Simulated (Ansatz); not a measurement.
Structure: BaZrO3 (I4/mcm) from a database of computed structures, at its r2SCAN minimum. Space group I4/mcm (No. 140), tetragonal; conventional cell a = 5.945 Å, c = 8.413 Å, 14.87 Å³ an atom. Ba is surrounded by 12 O at 2.93–3.02 Å; Zr is surrounded by 6 O at 2.10 Å; O is surrounded by 2 Zr at 2.10 Å and 4 Ba at 2.97 Å; O is surrounded by 2 Zr at 2.10 Å and 4 Ba at 2.93–3.02 Å.

```
CELL_PARAMETERS angstrom
-2.97251 2.97251 4.20647
2.97251 -2.97251 4.20647
2.97251 2.97251 -4.20647
ATOMIC_POSITIONS crystal
Ba 0.75000 0.25000 0.50000
Ba 0.25000 0.75000 0.50000
Zr 0.00000 0.00000 0.00000
Zr 0.50000 0.50000 0.00000
O 0.75000 0.75000 0.00000
O 0.25000 0.25000 0.00000
O 0.24226 0.74226 0.98453
O 0.75774 0.25774 0.01547
O 0.74226 0.75774 0.50000
O 0.25774 0.24226 0.50000
```

The questions ask for values computed with Ansatz on this geometry. The values are computed, non-magnetic, and not measurements.

Given (6×6×6 mesh): r2SCAN gives a direct gap of 3.74 eV at Γ.

**Question.** How does the gap change from r2SCAN to PBE+SOC (6×6×6)?

**Answer.** The PBE+SOC gap is direct at Γ: 3.20 eV. Spin-orbit coupling itself accounts for -0.03 eV. The gap differs by -0.54 eV from r2SCAN's.

**Question.** Estimate the gap with HSE06 on 4×4×4.

**Answer.** The HSE06 gap is direct at Γ: 4.70 eV. The gap differs by +0.96 eV from r2SCAN's.

**Question.** Estimate the gap with PBE0 on 4×4×4.

**Answer.** PBE0 gives a direct gap of 5.45 eV at Γ. The gap differs by +1.71 eV from r2SCAN's.

**Question.** Roughly how does the cost of the PBE+SOC run (6×6×6) compare with r2SCAN's (6×6×6)?

**Answer.** About 4 times as much (4 core-minutes against 70 core-seconds, on 4 threads of Intel(R) Xeon(R) Processor @ 2.50GHz (Skylake/Cascade Lake), on a shared host).

**Question.** Relaxed again with PBEsol, is the cell stable at the zone centre, and where do its optical modes lie?

**Answer.** All optical modes at Γ are real, from 26 to 788 cm⁻¹ without the longitudinal term; this says nothing of other wave vectors. The long-range field leaves the highest mode where it is.

Only the levels marked +SOC include spin-orbit coupling.

The meshes of the hybrids are coarse, so their gaps aren't converged to the digits shown.
